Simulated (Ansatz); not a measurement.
# Si2W (I4/mmm) in Ansatz: band structure with PBEsol

Aim: the band structure of Si2W with PBEsol.

Program: Ansatz 0.2.0. These are calculated values, not measurements. Logs are shortened: lines on timing, memory, paths and dates and some standing lists are left out, and cuts for length are marked.

**1. Starting point**

The structure is tetragonal, space group I4/mmm (No. 139). The conventional cell has a = 3.214 Å, b = 3.214 Å, c = 7.830 Å, α = 90.00°, β = 90.00°, γ = 90.00°. W (site symmetry 4/mmm) has 10 Si at 2.62 Å as nearest neighbours. Si (site symmetry 4mm) has 5 Si at 2.59 to 2.63 Å and 5 W at 2.62 Å as nearest neighbours.

**2. Band structure, PBEsol**

Input file input.yaml:

```yaml
crystal:
  lattice:
    - [-1.6069, 1.6069, 3.91495]
    - [1.6069, -1.6069, 3.91495]
    - [1.6069, 1.6069, -3.91495]
  atoms:
    - { symbol: W, position: [0.0, 0.0, 0.0] }
    - { symbol: Si, position: [0.6653, 0.6653, 0.0] }
    - { symbol: Si, position: [0.3347, 0.3347, 0.0] }
hamiltonian:
  xc: pbesol
  pseudopotentials: { kind: paw }
kpoints:
  mp_grid: { grid: [12, 12, 12] }
  band_path:
    path:
      - [[0.0, 0.0, 0.0], [0.0, 0.0, 0.5], [-0.084235521, 0.084235521, 0.5], [-0.2921177605, 0.2921177605, 0.2921177605], [0.0, 0.0, 0.0], [0.5, 0.5, -0.5], [0.2921177605, 0.7078822395, -0.2921177605], [0.0, 0.5, 0.0], [0.25, 0.25, 0.25], [0.5, 0.5, -0.084235521], [0.5, 0.5, -0.5]]
      - [[0.0, 0.0, 0.5], [0.25, 0.25, 0.25]]
    npoints: 14
scf:
  occupations: { method: fermi_dirac, width: 0.05 }
  n_extra_bands: 7
output:
  forces: true
  stress: true
  eigenvalues: true
  fatbands: true
  write_density: true
  write_potential: true
  elf: true
  volumetric_format: npy
```

Potentials or basis: Ansatz PAW.

Launch:

```bash
ansatz run input.yaml --threads 2 --pin off --max-ram 5632MiB --backend cpu --events-out ev --progress --plain --runs-dir out
```

The program printed:

```text
Warning: RAYON_NUM_THREADS=2 ignored (pool sized by the plan → 2); use --threads N
scf.n_extra_bands = 7 over 11 filled bands (N_el = 22.0): the run solves 18 bands
Engine: ansatz 0.2.0, x86_64-unknown-linux-gnu
Pseudopotentials: kind: paw
Pseudopotential: W, paw, valence charge 14, recommended cutoff 420 eV (normal), W.paw.azcp
Pseudopotential: Si, paw, valence charge 4, recommended cutoff 420 eV (normal), Si.paw.azcp
Functional definition: PBEsol
  exchange = pbesol_x
  correlation = pbesol_c
Crystal: 3 atoms, lattice volume = 40.436 Å³
Basis set: ecut = 420 eV, 793 PW (Γ), exchange–correlation on 64×64×64 points (8 copies of the dense FFT grid, shifted against one another)
Bands: 18, of which v1, the nominal top of the filled ones, is band 11 counted from 1 (10 counted from 0)
Symmetry: 16 space group operations
Space group: I4/mmm (ITA 139), of the structure as read, at distance tolerance 3.4e-5 Å
k-points: 163 of 1728
Non-local potential: W, projectors of the file, l = 0: 3, l = 1: 2, l = 2: 2, l = 3: 1
Non-local potential: Si, projectors of the file, l = 0: 2, l = 1: 2, l = 2: 2
PAW form: soft (Blöchl's): semilocal exchange-correlation on the pseudo side does not see the compensation charge
PAW frozen core: W, regenerated for the run's functional, and the local potential with it (the file was generated under x = pbe(κ = 0.804, μ = 0.2195149727645171), c = pbe(β = 0.06672455060314922))
PAW frozen core: Si, regenerated for the run's functional, and the local potential with it (the file was generated under x = pbe(κ = 0.804, μ = 0.2195149727645171), c = pbe(β = 0.06672455060314922))
PAW one-centre angular grid: W, 590 points (default); XC on 64 Gauss nodes
PAW one-centre angular grid: Si, 110 points (default); XC on 64 Gauss nodes
Initial density: superposition of atomic densities (neutral atoms: chi_scale 0, normalization atom), corrected by the library's trained network
Initial wavefunctions: pseudopotential atomic-orbital guess
Functional: x = pbesol(κ = 0.804, μ = 0.12345679012345678), c = pbesol(β = 0.046)
SCF iter   1: F=—  HF=-11500.895906 eV  |F-HF|=—  |Δ(HF+E_count)|=         —  Δρ=4.50e-3  dr2=6.65e-3  ethr=1.77e-3  ⟨swp⟩=5.4  Hψ=16524  notcnv=0  defer=4
preconditioner: auto → Kerker (q_TF=auto, 2.465 Å⁻¹)  [metal: Δε(μ)=0.083 eV  Ē_g=9.794 eV  σ=0.050 eV  W_gap=0.38  n_scr=10 (ndim 8)  ℏωp=21.8 eV  f_vac=0.000  D(μ)=0.22/eV (n_scr^D=0)]
SCF iter   2: F=—  HF=-11500.894984 eV  |F-HF|=—  |Δ(HF+E_count)|=   9.22e-4  Δρ=2.32e-3  dr2=1.09e-3  ethr=3.02e-5  ⟨swp⟩=1.0  Hψ=4238  notcnv=0  defer=72
SCF iter   3: F=—  HF=-11500.894906 eV  |F-HF|=—  |Δ(HF+E_count)|=   7.74e-5  Δρ=6.34e-4  dr2=9.76e-5  ethr=4.96e-6  ⟨swp⟩=1.2  Hψ=2869  notcnv=0  defer=72
SCF iter   4: F=—  HF=-11500.894888 eV  |F-HF|=—  |Δ(HF+E_count)|=   1.80e-5  Δρ=6.93e-5  dr2=1.64e-6  ethr=4.43e-7  ⟨swp⟩=2.6  Hψ=3770  notcnv=0  defer=72
iter 5 did not close the SCF: its close was put off for the readings that it lacked (scf_convergence_deferred on its scf_iter line)
SCF iter   5: F=-11500.894888 eV  HF=-11500.894888 eV  |F-HF|=1.17e-8  |Δ(HF+E_count)|=   3.50e-7  Δρ=9.65e-6  dr2=3.08e-8  ethr=7.47e-9  ⟨swp⟩=2.3  Hψ=3784  notcnv=0  defer=72
SCF iter   6: F=-11500.894888 eV  HF=-11500.894888 eV  |F-HF|=1.60e-9  |Δ(HF+E_count)|=   5.14e-9  Δρ=1.82e-6  dr2=2.17e-9  ethr=1.40e-10  ⟨swp⟩=9.5  Hψ=18446  notcnv=0
SCF 1 converged in 6 iterations: F = -11500.894888 eV  dr2 = 2.17e-9
NSCF: frozen V_eff on 156 k-points
SCF converged after 6 iterations
Free energy (F): -11500.894888 eV
Harris-Foulkes:  -11500.894888 eV  (|F-HF|=1.60e-9)
Internal energy: -11500.892946 eV  (E = F + TS)
E sigma→0 (E₀):  -11500.893917 eV
Entropy (-TS):   -0.001942 eV (-0.647 meV/atom)
Fermi energy:    16.648452 eV
--- Per-component energies (eV) ---
  E_band       = -82.369516
  E_kinetic    = 541.547951
  E_local      = -950.063720  (includes V_loc(G=0)·N_el)
  E_nonlocal   = 53.464104
  E_hartree    = 372.150038
  E_xc         = -379.531414
  E_vxc        = -338.842913  (∫ρ·V_xc dr)
  E_paw        = -9434.262124  (= ΣΔE_a)
  E_vpaw       = -132.776435  (= ΣTr[D̂ρ^β])
  E_aug_tail   = -0.000069  (compensation charges beyond the density's cutoff)
  E_ewald      = -1704.482625
  E_core_change = 0.284913  (= ΣΔE_core)
  E_smearing   = -0.001942  (= −TS)
  E_closure    = 0.000000  (closes the sum)
  Σ components = -11500.894888   (vs F -11500.894888, Δ=0.00e0)
--- Forces (eV/Å), atoms counted from 1 ---
  atom   1  W      0.00000000     0.00000000    -0.00000000
  atom   2  Si    -0.00000000    -0.00000000     0.02204676
  atom   3  Si     0.00000000    -0.00000000    -0.02204676
  max |Σ_I F_I| component: 2.08e-17 eV/Å
--- Stress (GPa, compression-positive) ---
       -2.166370       0.000000       0.000000
        0.000000      -2.166370       0.000000
       -0.000000       0.000000      -1.570357
  P = ⅓ Tr σ = -1.9677 GPa (-19.677 kbar)
--- Band table (eV; the first three rows and the last of 163) ---
  k-point 0: bands = ["-57.1149", "-21.4123", "-21.3889", "-21.3889", "2.5726", "9.7785", "12.9193", "13.2776", "13.7958", "13.7958", "17.2390", "19.4027", "19.5510", "19.7223", "19.7223", "21.2424", "22.3379", "22.3379"]
  k-point 1: bands = ["-57.1139", "-21.4095", "-21.4033", "-21.4016", "2.7976", "9.9819", "12.2878", "13.2483", "13.3304", "14.4539", "16.2065", "19.1229", "19.8840", "19.9109", "20.1705", "21.2095", "22.5694", "22.9502"]
  k-point 2: bands = ["-57.1111", "-21.4412", "-21.4360", "-21.4020", "3.4499", "10.4945", "11.5883", "12.1641", "13.5052", "14.4537", "14.9448", "19.1166", "20.2309", "20.3002", "20.7954", "20.8647", "23.8797", "23.8842"]
  k-point 162: bands = ["-57.1147", "-21.4296", "-21.3902", "-21.3902", "4.8532", "5.6115", "12.7604", "14.0476", "15.8151", "15.8151", "16.1277", "16.1277", "17.4157", "21.1546", "21.5131", "22.7578", "24.5100", "25.2927"]
```

It took 5.1 s on 2 threads of Intel Xeon Platinum 8375C at 2.90GHz (Ice Lake), shared host; peak memory 0.49 GiB.

What came out:

| Property | Result |
| --- | --- |
| Free energy | -11500.8949 eV |
| Pressure | -2.0 GPa |
| Largest force | 0.022 eV/Å |
| Band gap on the k mesh | none (metal or under the smearing width) |

Forces in eV/Å, atoms in the order of the input:
```
W    0.000  0.000  0.000
Si   0.000  0.000  0.022
Si   0.000  0.000 -0.022
```

Levels at the corners of the path, in eV from the Fermi level:
```
point  band 8  band 9  band 10  band 11  band 12  band 13  band 14  band 15
    Γ   -3.37   -2.85    -2.85     0.59     2.75     2.90     3.07     3.07
    X   -5.48   -5.02    -3.27    -1.76     2.81     2.93     3.09     3.89
    Y   -5.14   -4.08    -3.13    -2.33     1.97     2.10     3.01     5.14
    S   -3.08   -2.72    -2.48    -0.34     1.76     2.49     3.54     4.40
    Γ   -3.37   -2.85    -2.85     0.59     2.75     2.90     3.07     3.07
    Z   -2.60   -0.83    -0.83    -0.52    -0.52     0.77     4.51     4.86
   S1   -3.08   -2.72    -2.48    -0.34     1.76     2.49     3.54     4.40
    N   -4.85   -2.81    -2.79    -0.46     2.66     2.79     3.93     4.40
    P   -6.59   -3.02    -2.44    -2.44     0.07     2.93     3.58     4.08
   Y1   -5.14   -4.08    -3.13    -2.33     1.97     2.10     3.01     5.14
    Z   -2.60   -0.83    -0.83    -0.52    -0.52     0.77     4.51     4.86
    X   -5.48   -5.02    -3.27    -1.76     2.81     2.93     3.09     3.89
    P   -6.59   -3.02    -2.44    -2.44     0.07     2.93     3.58     4.08
```

Caveat: spin-orbit coupling is left out, which moves the levels of the heavy elements; the PAW data sets come from PBE, with cores solved anew for the run's functional, which leaves a small shift of forces and pressure.

**3. For comparison**

An earlier run on the cell as given: functional PBEsol; potentials or basis Ansatz PAW; cutoff 420 eV (not typed: the program's choice for these potentials); k mesh 12 × 12 × 12; occupations fermi-dirac, width 0.05 eV; no spin polarisation.

- Pressure: -2.0 GPa
- Largest force: 0.022 eV/Å
- Band gap on the k mesh: none (metal or under the smearing width)
